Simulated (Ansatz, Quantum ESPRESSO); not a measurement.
## One calculation of HfO2, 3 ways

```
Hf O
1.0
     3.55802    0.00000    0.00000
     0.00000    3.55802    0.00000
     0.00000    0.00000    5.17186
Hf O
2 4
Direct
  0.00000 0.00000 0.00000
  0.50000 0.50000 0.50000
  0.00000 0.50000 0.19721
  0.50000 0.00000 0.30279
  0.50000 0.00000 0.80279
  0.00000 0.50000 0.69721
```

Measurements of this composition are mostly on another form, of space group No. 14.

Alike in all runs: task band structure; functional PBEsol; k mesh 8 × 8 × 5; occupations fermi-dirac, width 0.05 eV; no spin polarisation; no spin-orbit coupling. Pressure is positive in compression and, in plane waves, holds the error of the finite cutoff, which Ansatz's Pulay term estimates and takes out. Gaps are the smaller of the mesh's and the band path's.

```
                        program and potentials  plane-wave cutoff (eV)                                                                                                                               notes  band gap (eV)  pressure (GPa)  largest force (eV/Å)
                            Ansatz, Ansatz PAW                     420  potentials made for PBE, which Ansatz adapts in part; 12.67 valence electrons an atom on average; Pulay term of +0.84 GPa included           4.64            1.87                 0.092
Ansatz, all-electron LAPW, scalar-relativistic                       -                                                                                                                                   -           4.64            1.91                 0.090
             Quantum ESPRESSO, GBRV 1.5 PBEsol                     612                                                                                              8 valence electrons an atom on average           4.68            0.01                 0.093
```

Force on atom 4 (O), eV/Å:

```tsv
program and potentials	x	y	z
Ansatz, Ansatz PAW	0.000	0.000	-0.092
Ansatz, all-electron LAPW, scalar-relativistic	0.000	0.000	-0.090
Quantum ESPRESSO, GBRV 1.5 PBEsol	0.000	0.000	-0.093
```

The band gap spans 4.64 (Ansatz, all-electron LAPW, scalar-relativistic) to 4.68 eV (Quantum ESPRESSO, GBRV 1.5 PBEsol), with all-electron results at 4.64. The pressure spans 0.01 (Quantum ESPRESSO, GBRV 1.5 PBEsol) to 1.91 GPa (Ansatz, all-electron LAPW, scalar-relativistic), with all-electron results at 1.91. The paths' points differ, which is worth about 0.01 eV.

The functional is the same throughout but for its coding, so the spread measures potentials, basis and numerics; runs on potential files found faulty are left out.

The three treatments agree closely on the gap and forces, but not on the pressure. The gap separates mainly O 2p valence states from empty Hf 5d states, as expected for d⁰ Hf(IV), and depends little on how the core is described. It lies well below the optical gaps known for hafnia, as expected of a semilocal functional, which lacks the derivative discontinuity; agreement between codes doesn't remove that error.

Both Ansatz runs put the cell under compression and so favour a slightly larger volume, while the GBRV run leaves it at almost zero pressure. The valence counts suggest that GBRV freezes the Hf 4f shell that the PAW potential treats explicitly; this or residual cutoff error could account for the offset.

The force on atom 4 points towards the ideal fluorite height in every run, so at this fixed cell the alternating oxygen displacement is somewhat too large. The near-zero GBRV pressure therefore doesn't mark a fully relaxed structure. None of this ranks the tetragonal form against the monoclinic one.
